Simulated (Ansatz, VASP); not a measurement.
# AlN: VASP beside Ansatz

```xyz
4
Lattice="3.0137 0.0000 0.0000 -1.5069 2.6100 0.0000 0.0000 0.0000 5.3046" Properties=species:S:1:pos:R:3 pbc="T T T"
Al    0.0000    1.7400    0.0000
Al    1.5069    0.8700    2.6523
N     0.0000    1.7400    2.0423
N     1.5069    0.8700    4.6945
```

Alike in both runs: task single point; functional r2SCAN; k mesh 12 × 12 × 6; occupations gaussian, width 0.05 eV; no spin polarisation.

```csv
,VASP,Ansatz
version,VASP 6.6.1,Ansatz 0.2.0
potentials or method,"VASP PAW PBE potentials, release 64 (Al, N)","scalar-relativistic, plane waves, PAW"
plane-wave cutoff (eV),520,500
valence electrons in the cell,16,16
```

```csv
,VASP,Ansatz,Ansatz less VASP
gap on the k mesh at the Fermi level (eV),4.69,4.66,-0.034
least direct gap on the mesh (eV),4.69,4.66,-0.034
pressure (GPa),2.9,3.2,+0.32
largest component of the traceless stress (GPa),25.71,25.40,-0.301
rms of the force components (eV/Å),0.488,0.481,-0.0070
```

Atom by atom the forces differ by 0.007 eV/Å (rms over components).

Caveats: the PAW data sets were made with another functional, which shifts forces and pressure a little (VASP). r2SCAN opens gaps a little over a GGA but as a rule still falls short of measured ones. A k mesh can miss the band edges.
